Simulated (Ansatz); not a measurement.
TiO2:

```
CELL_PARAMETERS angstrom
-2.97316 3.28737 3.28740
2.97316 -3.28737 3.28740
2.97316 3.28737 -3.28740
ATOMIC_POSITIONS crystal
Ti 0.00000 0.50000 0.00000
Ti 0.00000 0.00000 0.50000
Ti 0.49524 0.24524 0.25000
Ti 0.50475 0.75475 0.75000
O 0.69508 0.69523 0.50015
O 0.69508 0.19493 0.99985
O 0.80452 0.74962 0.05490
O 0.19472 0.74962 0.44510
O 0.80528 0.25038 0.55490
O 0.30492 0.80507 0.00015
O 0.19548 0.25038 0.94510
O 0.30492 0.30477 0.49985
```

The cell is a database's computed one.

Program: Ansatz 0.2.0. Alike in all runs: task band structure; level PBE+U; potentials or basis Ansatz PAW; no spin polarisation; cell as given; k mesh 6 × 6 × 6; cutoff (eV) 420; smearing fermi-dirac 0.05 eV.

Order these runs on this cell by their band gap on the k mesh, lowest first.
A. U Ti d U = 3 eV
B. U Ti d U = 1 eV
C. U Ti d U = 8 eV
D. U Ti d U = 5 eV

B (1.94 eV), A (2.15 eV), D (2.38 eV), C (2.78 eV).

